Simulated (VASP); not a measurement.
# CdS: spectrum averaged over shifted meshes

CdS, F-43m (no. 216), 2 atoms in the cell. PBE, BSE with a model dielectric function, averaged over shifted meshes; PAW potentials Cd_GW, S_GW (PBE set).

Shifts along each reciprocal axis: 2; k mesh of the G0W0 step: 4 × 4 × 4.

## Input

INCAR.step1:
```
SYSTEM = CdS
PREC = Accurate
ENCUT = 260
ISMEAR = 0
SIGMA = 0.02
EDIFF = 1E-8
LASPH = .True.
KPAR = 4
LWAVE = .False.
LCHARG = .False.
LEPSILON = .True.
LRPA = .True.
```

INCAR.step2, as INCAR.step1 but for:
```
- LWAVE = .False.
- LEPSILON = .True.
- LRPA = .True.
+ LWAVE = .True.
```

INCAR.step3, as INCAR.step2 but for:
```
- EDIFF = 1E-8
+ EDIFF = 1E-7
+ ALGO = Exact
+ NELM = 1
+ LOPTICS = .True.
+ ISTART = 1
+ NBANDS = 69
+ NEDOS = 2000
```

INCAR.step4:
```
SYSTEM = CdS
PREC = Accurate
ENCUT = 260
ISMEAR = 0
SIGMA = 0.02
LASPH = .True.
KPAR = 4
LWAVE = .True.
LCHARG = .False.
ALGO = EVGW0
NELMGW = 1
ISTART = 1
NBANDS = 69
ENCUTGW = 120
NOMEGA = 48
NBANDSGW = 25
PRECFOCK = Fast
```

INCAR.step5:
```
SYSTEM = CdS
PREC = Accurate
ENCUT = 260
ISMEAR = 0
SIGMA = 0.02
EDIFF = 1E-7
LASPH = .True.
KPAR = 4
LWAVE = .True.
LCHARG = .False.
LOPTICS = .True.
LPEAD = .False.
ISYM = -1
NBANDS = 21
```

INCAR.step6:
```
SYSTEM = CdS
PREC = Accurate
ENCUT = 260
ISMEAR = 0
SIGMA = 0.02
EDIFF = 1E-7
LASPH = .True.
KPAR = 4
LWAVE = .False.
LCHARG = .False.
ALGO = TDHF
NBANDS = 21
NBANDSO = 4
NBANDSV = 4
IBSE = 3
LHARTREE = .True.
LADDER = .True.
LFXC = .False.
LHFCALC = .True.
LMODELHF = .True.
AEXX = 0.1616
HFSCREEN = 1.19
SCISSOR = 0.738
ENCUTGW = 120
PRECFOCK = Fast
ANTIRES = 0
OMEGAMAX = 25
CSHIFT = 0.15
NOMEGA = 1000
ISTART = 1
ISYM = -1
BSEPREC = High
```

KPOINTS.step1:
```
k-points
0
Gamma
  8 8 8
```

KPOINTS.step2:
```
k-points
0
Gamma
  4 4 4
```

KPOINTS.step5:
```
Shifted mesh
0
Gamma
  6 6 6
  0.000000 0.000000 0.000000
```

KPOINTS.step7:
```
Shifted mesh
0
Gamma
  6 6 6
  0.500000 0.000000 0.000000
```

KPOINTS.step9:
```
Shifted mesh
0
Gamma
  6 6 6
  0.500000 0.500000 0.000000
```

POSCAR:
```
CdS
1.0
    0.0000000000      2.9165000000      2.9165000000
    2.9165000000      0.0000000000      2.9165000000
    2.9165000000      2.9165000000      0.0000000000
Cd S
1 1
Direct
    0.0000000000      0.0000000000      0.0000000000
    0.7500000000      0.7500000000      0.7500000000
```

Commands (each step's output is kept before the next begins):
```
cat potpaw_PBE.64/Cd_GW/POTCAR potpaw_PBE.64/S_GW/POTCAR > POTCAR
cp INCAR.step1 INCAR
cp KPOINTS.step1 KPOINTS
mpirun -np 4 vasp_std > vasp.out
rm WAVECAR CHG
cp INCAR.step2 INCAR
cp KPOINTS.step2 KPOINTS
mpirun -np 4 vasp_std > vasp.out
cp INCAR.step3 INCAR
mpirun -np 4 vasp_std > vasp.out
cp INCAR.step4 INCAR
mpirun -np 4 vasp_std > vasp.out
rm W*.tmp WAVECAR CHG WAVEDER
cp INCAR.step5 INCAR
cp KPOINTS.step5 KPOINTS
mpirun -np 4 vasp_std > vasp.out
cp INCAR.step6 INCAR
mpirun -np 4 vasp_std > vasp.out
rm WAVECAR CHG WAVEDER
cp INCAR.step5 INCAR
cp KPOINTS.step7 KPOINTS
mpirun -np 4 vasp_std > vasp.out
cp INCAR.step6 INCAR
mpirun -np 4 vasp_std > vasp.out
rm WAVECAR CHG WAVEDER
cp INCAR.step5 INCAR
cp KPOINTS.step9 KPOINTS
mpirun -np 4 vasp_std > vasp.out
cp INCAR.step6 INCAR
mpirun -np 4 vasp_std > vasp.out
```

## Result

- ε at zero frequency, electronic: 5.92
- Mean energy of the absorption, weighted by Im ε (eV): 6.27

One row for each shifted mesh, with its weight in the average:

| Settings | Weight | ε at zero frequency | Mean energy of the absorption, weighted by Im ε (eV) | Time (s) |
|---|---|---|---|---|
| shift 0/2 0/2 0/2 | 1 | 6.83 | 6.02 | 18 |
| shift 1/2 0/2 0/2 | 4 | 5.87 | 6.29 | 18 |
| shift 1/2 1/2 0/2 | 3 | 5.69 | 6.33 | 19 |

Dielectric function, mean of the diagonal:

| Energy (eV) | Real part | Imaginary part |
|---|---|---|
| 0.5 | 6.01 | 0.06 |
| 1.0 | 6.35 | 0.17 |
| 1.5 | 6.99 | 1.00 |
| 2.0 | 7.65 | 2.01 |
| 2.5 | 6.75 | 2.09 |
| 3.0 | 6.44 | 3.65 |
| 3.5 | 7.51 | 3.73 |
| 4.0 | 5.80 | 5.27 |
| 4.5 | 2.59 | 5.62 |
| 5.0 | 3.27 | 4.52 |
| 5.5 | 3.81 | 4.86 |
| 6.0 | 1.96 | 6.45 |
| 6.5 | 0.27 | 5.69 |
| 7.0 | 0.95 | 3.89 |
| 7.5 | 0.58 | 5.52 |
| 8.0 | 0.03 | 5.60 |
| 8.5 | -1.32 | 5.15 |
| 9.0 | -2.13 | 3.31 |
| 9.5 | -1.74 | 2.87 |
| 10.0 | -1.96 | 2.00 |
| 10.5 | -1.45 | 1.49 |
| 11.0 | -1.44 | 1.31 |
| 11.5 | -1.22 | 1.12 |
| 12.0 | -1.21 | 0.69 |

The mean energy covers the spectrum up to 12 eV.

AEXX = 0.1616 is one over the ε of the first step (6.2), and HFSCREEN = 1.19 comes from a published table; SCISSOR = 0.738 eV is the gap of the G0W0 step less the Kohn-Sham gap.

Limits: Spin-orbit coupling is left out, which can matter with atoms this heavy; the scissor comes from a small G0W0 step, so absolute energies aren't converged; the pairs hold 4 valence and 4 conduction bands, and what lies beyond is missing from ε.

VASP 6.6.1 took 147 s on 4 cores (Intel Xeon 6975P-C (Granite Rapids)), a shared host.
